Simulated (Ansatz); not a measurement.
Born–Oppenheimer molecular dynamics of a periodic cell of 16 atoms, MgO (host MgO, host structure Fm-3m). It starts from a structure without forces on its atoms.

These are results of Ansatz 0.2.0, DFT PBEsol, scalar-relativistic, plane waves, PAW, not measurements. Settings: accuracy low, cutoff 420 eV, k mesh 2x2x2, fermi-dirac smearing 0.05 eV, no spin polarisation.

```
ensemble                      : NVE (velocity Verlet)
time step                     : 1.5 fs
steps asked                   : 190
starting velocities drawn for : 2400 K
seed                          : 825356
```

First frame:

```xyz
16
Lattice="0.0000 4.2181 4.2181 4.2181 0.0000 4.2181 4.2181 4.2181 0.0000" Properties=species:S:1:pos:R:3
Mg 0.000 0.000 0.000
O 2.109 2.109 2.109
Mg 2.109 2.109 0.000
O 4.218 4.218 2.109
Mg 2.109 0.000 2.109
O 4.218 2.109 4.218
Mg 4.218 2.109 2.109
O 6.327 4.218 4.218
Mg 0.000 2.109 2.109
O 2.109 4.218 4.218
Mg 2.109 4.218 2.109
O 4.218 6.327 4.218
Mg 2.109 2.109 4.218
O 4.218 4.218 6.327
Mg 4.218 4.218 4.218
O 6.327 6.327 6.327
```

Problem. What does the run give?

Solution. All steps were run.

```json
{"steps done": "190", "time covered": "285 fs", "mean temperature over the second half": "1204 K", "spread of the potential energy over the second half": "20.2 meV per atom", "mean potential energy of the second half above the start": "145.4 meV per atom"}
```

The conserved energy stayed within 0.99 meV per atom of its start (net change 0.25 meV per atom), so the integration is sound. The temperature averaged 0.50 of the 2400 K drawn at the start: a run that starts near a minimum puts about half its kinetic energy into the potential. A run of 0.28 ps of so small a system gives no equilibrium averages. Limits of this set-up: coarse k mesh, low accuracy level.

Problem. What happens to the structure?

Solution. Mean squared displacements from the first frame to the last, about the centre of mass: Mg 0.02 Å², O 0.02 Å². Another seed would give other details.

Problem. How do temperature and energy run in time?

Solution. 
```csv
time (fs),T (K),potential energy less start (eV),conserved less start (meV/atom)
0.0,2400,0.000,0.00
13.5,635,3.436,0.82
27.0,1053,2.616,0.30
40.5,1385,1.973,0.38
54.0,1211,2.314,0.53
67.5,1409,1.928,0.35
81.0,1037,2.651,0.48
94.5,1132,2.466,0.47
108.0,1261,2.216,0.50
121.5,1508,1.734,0.34
135.0,1034,2.657,0.52
148.5,1069,2.589,0.52
162.0,1232,2.271,0.43
175.5,1245,2.248,0.50
189.0,1444,1.859,0.32
202.5,1028,2.669,0.52
216.0,1181,2.372,0.49
229.5,1178,2.375,0.40
243.0,1216,2.304,0.49
256.5,1259,2.219,0.39
270.0,975,2.773,0.55
283.5,1614,1.528,0.28
```

Run time: 6.7 min on 1 thread of Intel(R) Xeon(R) Platinum 8375C CPU @ 2.90GHz (Ice Lake) (shared host), peak memory 0.55 GiB.
